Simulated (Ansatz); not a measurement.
# Te (Tellurium): the cost of one run

Program: Ansatz 0.2.0. Level of theory: DFT LDA, scalar-relativistic, plane waves, PAW. These are calculated values, not measurements.

The COD entry's cell or inner coordinates are ideal or old and differ from later refinements, so a difference from it is no clean test against experiment.

### Step 1. The starting structure

Symmetry: P3_121, No. 152, trigonal system. The conventional cell has a = 4.454 Å, b = 4.454 Å, c = 5.924 Å, α = 90.00°, β = 90.00°, γ = 120.00°. Te (site symmetry 2) is surrounded by 2 Te at 2.86 Å.

As a file:

```cif
data_structure
_symmetry_space_group_name_H-M 'P3_121'
_symmetry_Int_Tables_number 152
_cell_length_a 4.4540
_cell_length_b 4.4540
_cell_length_c 5.9240
_cell_angle_alpha 90.000
_cell_angle_beta 90.000
_cell_angle_gamma 120.000
_cell_volume 101.78
loop_
_atom_site_label
_atom_site_type_symbol
_atom_site_symmetry_multiplicity
_atom_site_Wyckoff_symbol
_atom_site_fract_x
_atom_site_fract_y
_atom_site_fract_z
_atom_site_occupancy
Te1 Te 3 a 0.26900 0.00000 0.33333 1
```

Source of the structure: the Crystallography Open Database.

(A quick probe on a coarse mesh, which set the mesh and smearing, is not shown.)

### Step 3. Relaxing cell and atoms

input.yaml

```yaml
crystal:
  lattice:
    - [4.454, 0.0, 0.0]
    - [-2.227, 3.8572771485, 0.0]
    - [0.0, 0.0, 5.924]
  atoms:
    - { symbol: Te, position: [0.269, 0.0, 0.3333333333] }
    - { symbol: Te, position: [0.0, 0.269, 0.6666666667] }
    - { symbol: Te, position: [0.731, 0.731, 0.0] }
basis:
  ecutwfc: 420
kpoints:
  mp_grid: { grid: [9, 9, 6] }
hamiltonian:
  xc: lda
scf:
  occupations: { method: gaussian, width: 0.01 }
output:
  forces: true
  stress: true
  eigenvalues: true
relax:
  adjacent_minimum: "off"
  f_tol: 0.005
  max_steps: 80
  cell: { stress_tol: 0.05 }
```

Command:

```bash
> ansatz run input.yaml --threads 4 --pin off --max-ram 10240MiB --backend cpu --events-out ev --progress --plain --runs-dir out
```

What time and memory should one allow on 4 threads of Arm Neoverse N1, shared host?

About 54 s, with a peak of 0.45 GiB.
